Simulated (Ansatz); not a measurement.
# SnO: the cost of one run

Computed with Ansatz 0.2.0 (DFT PBE+D3(BJ), scalar-relativistic, plane waves, PAW, unless a step's input says otherwise).

1 further run of the same task is left out (it didn't finish).

**1. The structure to begin with**

It takes space group Pmn2_1 (No. 31, orthorhombic). The conventional cell has a = 3.355 Å, b = 5.674 Å, c = 4.222 Å, α = 90.00°, β = 90.00°, γ = 90.00°. Around Sn (site symmetry m) lie 3 O at 2.15 to 2.16 Å. Around O (site symmetry m) lie 3 Sn at 2.15 to 2.16 Å.

Structure file:

```cif
data_structure
_symmetry_space_group_name_H-M 'Pmn2_1'
_symmetry_Int_Tables_number 31
_cell_length_a 3.3550
_cell_length_b 5.6741
_cell_length_c 4.2220
_cell_angle_alpha 90.000
_cell_angle_beta 90.000
_cell_angle_gamma 90.000
_cell_volume 80.37
loop_
_atom_site_label
_atom_site_type_symbol
_atom_site_symmetry_multiplicity
_atom_site_Wyckoff_symbol
_atom_site_fract_x
_atom_site_fract_y
_atom_site_fract_z
_atom_site_occupancy
Sn1 Sn 2 a 0.00000 0.23191 0.51314 1
O1 O 2 a 0.00000 0.89125 0.73686 1
```

The structure comes from the Materials Project (structure only).

**5. The grid**

The energy is mapped over two homogeneous strains (x along [1 0 0], y along [0 1 0], z along [0 0 1] of the conventional cell).

First coordinate, engineering shear strain xy: 7 values from −8.0 %. Second coordinate, equal normal strain along x and y: 7 values from −11.0 %.

Nothing else is relaxed (fractional coordinates fixed). Energies count from the relaxed crystal. Points are written as (first, second).

(The set-up runs are not shown.)

**6. Point (−8.0 %, 11.0 %)**

Contents of input.yaml:

```yaml
crystal:
  lattice:
    - [3.7157251767, -0.1339000064, 0.0]
    - [-0.2288823012, 6.3514838583, 0.0]
    - [0.0, 0.0, 3.9124910623]
  atoms:
    - { symbol: Sn, position: [0.0, 0.2345104856, 0.5269946555] }
    - { symbol: Sn, position: [0.5, 0.7654895144, 0.0269946555] }
    - { symbol: O, position: [0.0, 0.8836051479, 0.7230063445] }
    - { symbol: O, position: [0.5, 0.1163948521, 0.2230063445] }
basis:
  ecutwfc: 520.0
kpoints:
  mp_grid: { grid: [8, 6, 8] }
hamiltonian:
  xc: pbe
  dispersion: d3bj
scf:
  occupations: { method: gaussian, width: 0.05 }
output:
  forces: true
  stress: true
  eigenvalues: true
  write_density: true
  write_potential: true
  elf: true
  volumetric_format: npy
```

The run is started by

```sh
> ansatz run input.yaml --threads 1 --pin off --max-ram 2048MiB --backend cpu --events-out ev --progress --plain --runs-dir out
```

Q: Estimate wall time and peak memory on 1 thread of Intel Xeon 6975P-C (Granite Rapids), shared host.

About 20 s, with a peak of 0.61 GiB.
